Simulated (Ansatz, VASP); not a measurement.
# BaTiO3: VASP beside Ansatz

POSCAR

```
BaTiO3
1.0
    4.0214021400      0.0000000000      0.0000000000
    0.0000000000      4.0214021400      0.0000000000
    0.0000000000      0.0000000000      4.0449344000
Ba Ti O
1 1 3
Direct
    0.0000000000      0.0000000000      0.0000000000
    0.5000000000      0.5000000000      0.5021000000
    0.5000000000      0.5000000000      0.9847000000
    0.5000000000      0.0000000000      0.5130000000
    0.0000000000      0.5000000000      0.5130000000
```

INCAR.step1

```
SYSTEM = BaTiO3
PREC     = Accurate       ! precision mode
ENCUT    = 520            ! plane-wave cutoff, eV
ISMEAR   = -1             ! smearing method
SIGMA    = 0.1            ! smearing width, eV
LREAL    = .FALSE.        ! projectors in reciprocal space
LASPH    = .TRUE.         ! aspherical terms in the spheres
NELM     = 60             ! most SCF steps
NBANDS   = 28             ! bands
GGA      = PE             ! functional
ALGO     = Normal         ! electronic algorithm
EDIFF    = 1E-4           ! SCF threshold, eV
LWAVE    = .TRUE.         ! write WAVECAR
LCHARG   = .FALSE.        ! write CHGCAR
```

INCAR.step2

```
SYSTEM = BaTiO3
PREC     = Accurate       ! precision mode
ENCUT    = 520            ! plane-wave cutoff, eV
EDIFF    = 1E-6           ! SCF threshold, eV
ISMEAR   = -1             ! smearing method
SIGMA    = 0.1            ! smearing width, eV
LREAL    = .FALSE.        ! projectors in reciprocal space
LASPH    = .TRUE.         ! aspherical terms in the spheres
NELM     = 60             ! most SCF steps
ALGO     = Normal         ! electronic algorithm
ISIF     = 2              ! what is computed and relaxed
LWAVE    = .FALSE.        ! write WAVECAR
LCHARG   = .TRUE.         ! write CHGCAR
METAGGA  = R2SCAN         ! meta-GGA
LMIXTAU  = .TRUE.       
LELF     = .TRUE.         ! ELF
LVHAR    = .TRUE.       
NBANDS   = 28             ! bands
ISTART   = 1
```

KPOINTS

```
Automatic mesh
0
G
  6 6 6
  0 0 0
```

Input for Ansatz:

```yaml
crystal:
  lattice:
    - [4.02140214, 0.0, 0.0]
    - [0.0, 4.02140214, 0.0]
    - [0.0, 0.0, 4.0449344]
  atoms:
    - { symbol: Ba, position: [0.0, 0.0, 0.0] }
    - { symbol: Ti, position: [0.5, 0.5, 0.5021] }
    - { symbol: O, position: [0.5, 0.5, 0.9847] }
    - { symbol: O, position: [0.5, 0.0, 0.513] }
    - { symbol: O, position: [0.0, 0.5, 0.513] }
  symmetry: { tolerance: 0.0003 }
kpoints:
  mp_grid: { grid: [6, 6, 6], shift: [0, 0, 0] }
  band_path:
    path:
      - [0.0, 0.0, 0.0]
      - [0.0, 0.5, 0.0]
      - [0.5, 0.5, 0.0]
      - [0.0, 0.0, 0.0]
      - [0.0, 0.0, 0.5]
      - [0.0, 0.5, 0.5]
      - [0.5, 0.5, 0.5]
      - [0.0, 0.0, 0.5]
      - [0.0, 0.5, 0.0]
      - [0.0, 0.5, 0.5]
      - [0.5, 0.5, 0.0]
    npoints: 6
magnetization:
  spin_polarized: false
scf:
  occupations: { method: fermi_dirac }
  lower_state_search: "off"
  max_iter: 200
hamiltonian:
  pseudopotentials: { kind: paw }
  xc: r2scan
basis:
  ecutwfc: 500
  fft_grid_basis: typed
output:
  forces: true
  stress: true
  eigenvalues: true
  bader: true
  populations: true
  elf: true
  write_potential: true
  volumetric_format: npy
  dos:
    e_range: [-12, 8]
    de: 0.05
    projected: { site_lists: { Ba: [Ba], O: [O], Ti: [Ti] } }
checkpoint:
  read: saved_state
```

Alike in both runs: task single point; functional r2SCAN; k mesh 6 × 6 × 6; no spin polarisation.

|  | VASP | Ansatz |
| --- | --- | --- |
| version | VASP 6.6.1 | Ansatz 0.2.0 |
| potentials or method | VASP PAW PBE potentials, release 64 (Ba_sv, Ti_sv, O) | PAW plane waves |
| plane-wave cutoff (eV) | 520 | 500 |
| occupations | fermi-dirac, width 0.1 eV | fermi-dirac |
| valence electrons in the cell | 40 | 40 |

Ansatz gave:

* pressure (GPa): -4.1
* largest component of the traceless stress (GPa): 0.47
* rms of the force components (eV/Å): 0.312

Problem. Which values does VASP return?

Solution. Pressure (GPa): -2.2; largest component of the traceless stress (GPa): 0.45; rms of the force components (eV/Å): 0.315.

Atom by atom the forces differ by 0.023 eV/Å (rms over components).

Caveats: the PAW data sets were made with another functional, which shifts forces and pressure a little (VASP); spin-orbit coupling is left out, which moves the levels of the heavy elements. A k mesh can miss the band edges. r2SCAN opens gaps a little over a GGA but as a rule still falls short of measured ones.
